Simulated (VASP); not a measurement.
SnSe: relaxation of cell and atoms with r2SCAN+rVV10

SnSe:

```xyz
2
Lattice="0.0000 3.0100 3.0100 3.0100 0.0000 3.0100 3.0100 3.0100 0.0000" Properties=species:S:1:pos:R:3 pbc="T T T"
Sn    0.0000    0.0000    0.0000
Se    3.0100    3.0100    3.0100
```

Measurements of this composition are mostly on another form, of space group No. 62.

| Quantity | Value |
| --- | --- |
| Program | VASP 6.6.1 |
| Task | relaxation of cell and atoms |
| Functional | r2SCAN |
| Dispersion | rVV10 |
| Potentials or basis | VASP PAW PBE potentials, release 64 (Sn_d, Se) |
| Cutoff | 600 eV |
| k mesh | 10 × 10 × 10 |
| Occupations | gaussian, width 0.02 eV |
| Spin | no spin polarisation |
| Further INCAR settings | ALGO = Normal; EDIFF = 1e-06; IBRION = 2; EDIFFG = -0.01; NSW = 40; ISIF = 3 |

The relaxed volume is 26.88 Å³/atom. The relaxed cell is a = 4.236 Å, b = 4.236 Å, c = 4.236 Å, α = 60.00°, β = 60.00°, γ = 60.00° and the space group after relaxing (to 0.05 Å) is Fm-3m (No. 225). The energy gained by relaxing is 1.0 meV/atom and the ionic steps are 3. The pressure after relaxing is 0.0 GPa. The band gap on the k mesh is 0.49 eV, indirect (least direct gap 0.56 eV).

Step by step:
| step | energy change (eV) | largest force (eV/Å) | pressure (GPa) | volume (Å³) |
| --- | --- | --- | --- | --- |
| 1 | 0.0000 | 0.0000 | -0.78 | 54.54 |
| 2 | -0.0017 | 0.0000 | 0.25 | 53.50 |
| 3 | -0.0020 | 0.0000 | 0.02 | 53.75 |

Final structure:
```
CELL_PARAMETERS angstrom
0.00000 2.99543 2.99543
2.99543 0.00000 2.99543
2.99543 2.99543 0.00000
ATOMIC_POSITIONS crystal
Sn 0.00000 0.00000 0.00000
Se 0.50000 0.50000 0.50000
```

Levels at points of the mesh, in eV from the valence-band top:
```tsv
k point	band 6	band 7	band 8	band 9	band 10	band 11	band 12	band 13	band 14
(0.00, 0.00, 0.00)	-14.79	-5.16	-2.64	-2.64	-2.64	4.45	4.45	4.45	6.03
(0.50, 0.00, 0.00)	-13.78	-8.62	-2.37	-2.37	0.00	0.56	1.15	1.15	8.59
(0.50, 0.50, 0.00)	-13.46	-6.31	-6.03	-4.14	-4.14	3.04	5.59	5.59	6.29
```

It took 4.8 min on 1 thread of Intel(R) Xeon(R) 6975P-C (Granite Rapids), with other jobs on the host, peak memory 0.42 GiB.

Caveat: the PAW data sets were made with another functional, which shifts forces and pressure a little; spin-orbit coupling is left out, which moves the levels of the heavy elements. A k mesh can miss the band edges.
